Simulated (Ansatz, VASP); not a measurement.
One calculation of HfN, two programs

```
Hf N
1.0
     0.00000    2.45482    2.45482
     2.45482    0.00000    2.45482
     2.45482    2.45482    0.00000
Hf N
1 1
Cartesian
  0.0000 0.0000 0.0000
  1.2274 1.2274 1.2274
```

The cell comes from a database or a generator and needn't be the stable form of this composition.

Alike in both runs: task single point; functional PBE; k mesh 9 × 9 × 9; occupations gaussian, width 0.02 eV; no spin polarisation.

|  | VASP | Ansatz |
| --- | --- | --- |
| version | VASP 6.6.1 | Ansatz 0.2.0 |
| potentials or method | VASP PAW PBE potentials, release 64 (Hf_pv, N) | Ansatz PAW |
| plane-wave cutoff (eV) | 520 | 420 |
| valence electrons in the cell | 15 | 31 |

```tsv
	VASP	Ansatz	Ansatz less VASP
gap on the k mesh at the Fermi level (eV)	none	none	-
pressure (GPa)	-0.3	0.8	+1.07
```

A gap of «none» marks a metal or a gap that the smearing closes. The two sets of potentials don't hold the same shells in valence.

Caveats: the pressure holds a Pulay correction of +0.4 GPa for the finite cutoff (Ansatz). Spin-orbit coupling is left out, which matters for the levels of Hf.
